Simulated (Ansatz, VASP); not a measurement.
# AlN in VASP and in Ansatz

```
Al N
1.0
     0.00000   -2.03901   -2.03901
     0.00000    2.03901   -2.03901
     4.07802    0.00000    0.00000
Al N
2 2
Direct
  0.51117 0.48883 0.00000
  0.98883 0.01117 0.50000
  0.49543 0.50457 0.50000
  0.00457 0.99543 0.00000
```

Change from the starting cell: mode 4 frozen in at -0.045 Å, equal normal strain along x, y and z +0.0167.

Alike in both runs: task single point; functional LDA; k mesh 8 × 8 × 6; occupations gaussian, width 0.05 eV; no spin polarisation.

```csv
,VASP,Ansatz
version,VASP 6.6.1,Ansatz 0.2.0
potentials or method,"VASP PAW LDA potentials, release 64 (Al, N)","scalar-relativistic, plane waves, PAW"
plane-wave cutoff (eV),520,520
valence electrons in the cell,16,16
```

VASP gave:

| Quantity | Value |
| --- | --- |
| gap on the k mesh at the Fermi level (eV) | 4.20 |
| least direct gap on the mesh (eV) | 4.22 |
| pressure (GPa) | -11.8 |
| largest component of the traceless stress (GPa) | 0.29 |
| rms of the force components (eV/Å) | 0.188 |

**Question.** What did Ansatz give for the same quantities?

**Answer.** gap on the k mesh at the Fermi level (eV): 4.22; least direct gap on the mesh (eV): 4.23; pressure (GPa): -12.3; largest component of the traceless stress (GPa): 0.28; rms of the force components (eV/Å): 0.186.

Atom by atom the forces differ by 0.004 eV/Å (rms over components).

A k mesh can miss the band edges.
